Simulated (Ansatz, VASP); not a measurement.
Two plane-wave programs on H

The input INCAR:

```
SYSTEM = H
ALGO = Normal
EDIFF = 1E-6
ENCUT = 520
GGA = PS
ISIF = 2
ISMEAR = 0
LASPH = .True.
LCHARG = .False.
LREAL = .False.
LWAVE = .False.
NBANDS = 6
NELM = 100
PREC = Accurate
SIGMA = 0.05
```

Contents of KPOINTS:

```
k-points
0
Gamma
  10 10 26
  0 0 0
```

POSCAR

```
H
1.0
    2.4509158335      0.0000000000      0.0000000000
    0.0000000000      2.6496387389      0.0000000000
    0.0000000000      0.0000000000      0.9804929200
H
1
Direct
    0.0000000000      0.0000000000      0.5000000000
```

Input for Ansatz:

```yaml
crystal:
  lattice:
    - [2.4509158335, 0.0, 0.0]
    - [0.0, 2.6496387389, 0.0]
    - [0.0, 0.0, 0.98049292]
  atoms:
    - { symbol: H, position: [0.0, 0.0, 0.5] }
basis:
  ecutwfc: 420
kpoints:
  mp_grid: { grid: [10, 10, 26] }
hamiltonian:
  xc: pbesol
scf:
  occupations: { method: gaussian, width: 0.05 }
output:
  forces: true
  stress: true
  eigenvalues: true
```

Change from the starting cell: strain -0.0750 x Voigt [1, 0, 0, 0, 0, 0], atoms carried along.

Alike in both runs: task single point; functional PBEsol; k mesh 10 × 10 × 26; occupations gaussian, width 0.05 eV; no spin polarisation.

|  | VASP | Ansatz |
| --- | --- | --- |
| version | VASP 6.6.1 | Ansatz 0.2.0 |
| potentials or method | VASP PAW PBE potentials, release 64 (H) | scalar-relativistic, plane waves, PAW |
| plane-wave cutoff (eV) | 520 | 420 |
| valence electrons in the cell | 1 | 1 |

VASP gave:

```
gap on the k mesh at the Fermi level (eV)       : none
pressure (GPa)                                  : 2.1
largest component of the traceless stress (GPa) : 1.23
```

Question: Which values does Ansatz return?

Answer: gap on the k mesh at the Fermi level (eV): none; pressure (GPa): 2.4; largest component of the traceless stress (GPa): 1.20.

A gap of «none» marks a metal or a gap that the smearing closes.

Caveats: the PAW data sets were made with another functional, which shifts forces and pressure a little (VASP).
